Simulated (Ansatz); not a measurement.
Runs of Ansatz 0.2.0 on Os. It takes space group Fm-3m (No. 225, cubic). Conventional cell: a = 3.890 Å, b = 3.890 Å, c = 3.890 Å, α = 90.00°, β = 90.00°, γ = 90.00°. Os (site symmetry m-3m) is surrounded by 12 Os at 2.75 Å. This isn't the form of Os at room conditions, which is hcp.

```tsv
task	level	potentials or basis	spin	U	cell	k mesh	cutoff (eV)	smearing	hubbard projectors	double counting	other keys	mesh quality	gap on the mesh (eV)	pressure (GPa)	V0 of scaled cells (Å³/atom)	B0 (GPa)
single point	PBE	Ansatz PAW	off	-	as given	12 × 12 × 12	420	fermi-dirac 0.05 eV	-	-	-	not flagged	none	(a)	-	-
atomic charges	HSE03	PseudoDojo standard (PBE files)	off	-	as given	7 × 7 × 7	1007	cold 0.15 eV	-	-	-	coarse	none	-18.9	-	-
equation of state	PBE	Ansatz PAW	off	-	as given	12 × 12 × 12	420	fermi-dirac 0.05 eV	-	-	-	not flagged	-	-	14.32	(b)
electrostatic potential	PBEsol+D3(BJ)+U	Ansatz PAW earlier set	off	Os d U = 3 eV	cell strained at random at fixed volume	9 × 9 × 9	480	fermi-dirac 0.05 eV	atomic	fll (the default)	-	not flagged	none	-37.1	-	-
projected density of states	PBEsol	Ansatz PAW	off	-	as given	7 × 7 × 7	420	gaussian 0.15 eV	-	-	hamiltonian.xc = pbesol	coarse	none	-19.0	-	-
relaxation of cell and atoms	m-r2SCAN	Ansatz NC	collinear, program default start	-	relaxed	12 × 12 × 12	1100	gaussian 0.05 eV	-	-	-	not flagged	-	0.0	-	-
equation of state	PBEsol	PseudoDojo PBEsol	SOC, no magnetisation	-	as given	12 × 12 × 12	1007	fermi-dirac 0.01 eV	-	-	-	not flagged	-	-	13.95	420
single point	PBE	Ansatz PAW	off	-	cell strained at random at fixed volume	12 × 12 × 12	420	fermi-dirac 0.05 eV	-	-	-	not flagged	none	-9.6	-	-
```

Problem. Estimate the missing entries.

Solution. (a) -10.0; (b) 391.

Caveats: some runs use coarse meshes; so large a pressure means that the cell lies far from this level's equilibrium, or that cutoff or potentials fall short (some runs); the potentials were made for another functional, which shifts forces and pressure (some runs); the thresholds are loose for stress (some runs); the cell as given lies far from equilibrium (some runs); U without spin polarisation on a metal has little footing (some runs); pairwise dispersion overbinds metals, which lowers pressure and volume (some runs); the U is typed as a test and isn't derived for this compound (some runs).

A k mesh can miss the band edges, and rows without SOC leave out spin-orbit coupling on Os.

A gap of «none» marks a metal or a gap under the smearing width.
